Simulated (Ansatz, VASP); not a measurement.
## VH: VASP beside Ansatz

File INCAR:

```
SYSTEM = VH
  ALGO = Fast
  EDIFF = 1E-7
  ENCUT = 520
  GGA = PS
  ISIF = 2
  ISMEAR = 0
  ISPIN = 2
  LASPH = .TRUE.
  LCHARG = .FALSE.
  LMAXMIX = 4
  LORBIT = 11
  LREAL = .FALSE.
  LWAVE = .FALSE.
  MAGMOM = 2 0
  NBANDS = 18
  NELM = 150
  PREC = Accurate
  SIGMA = 0.1
```

KPOINTS

```
k-points
0
G
  8 8 8
  0 0 0
```

Contents of POSCAR:

```
VH
1.0
    0.0000000000      1.9637535800      1.9637535800
    1.9637535800      0.0000000000      1.9637535800
    1.9637535800      1.9637535800      0.0000000000
V H
1 1
Direct
    0.0000000000      0.0000000000      0.0000000000
    0.5000000000      0.5000000000      0.5000000000
```

Input for Ansatz:

```yaml
crystal:
  lattice:
    - [0.0, 1.96375358, 1.96375358]
    - [1.96375358, 0.0, 1.96375358]
    - [1.96375358, 1.96375358, 0.0]
  atoms:
    - { symbol: V, position: [0.0, 0.0, 0.0], spin: 2.0 }
    - { symbol: H, position: [0.5, 0.5, 0.5] }
basis:
  ecutwfc: 420
kpoints:
  mp_grid: { grid: [8, 8, 8] }
hamiltonian:
  xc: pbesol
scf:
  occupations: { method: gaussian, width: 0.1 }
  lower_state_search: "off"
output:
  forces: true
  stress: true
  eigenvalues: true
  populations: true
magnetization:
  spin_polarized: true
```

The cell comes from a database or a generator and needn't be the stable form of this composition.

Alike in both runs: task single point; functional PBEsol; k mesh 8 × 8 × 8; occupations gaussian, width 0.1 eV; collinear spin.

|  | VASP | Ansatz |
| --- | --- | --- |
| version | VASP 6.6.1 | Ansatz 0.2.0 |
| potentials or method | VASP PAW PBE potentials, release 64 (V_sv, H) | scalar-relativistic, plane waves, PAW |
| plane-wave cutoff (eV) | 520 | 420 |
| valence electrons in the cell | 14 | 14 |

VASP gave:

```
gap on the k mesh at the Fermi level (eV) : none
pressure (GPa)                            : -4.7
net moment per atom (μB)                  : 0.00
```

Problem. Estimate Ansatz's values.

Solution. gap on the k mesh at the Fermi level (eV): none; pressure (GPa): -4.9; net moment per atom (μB): 0.00.

A gap of «none» marks a metal or a gap that the smearing closes. Ansatz warned: «seeded_moment_not_kept».

Caveats: the PAW data sets were made with another functional, which shifts forces and pressure a little (VASP).
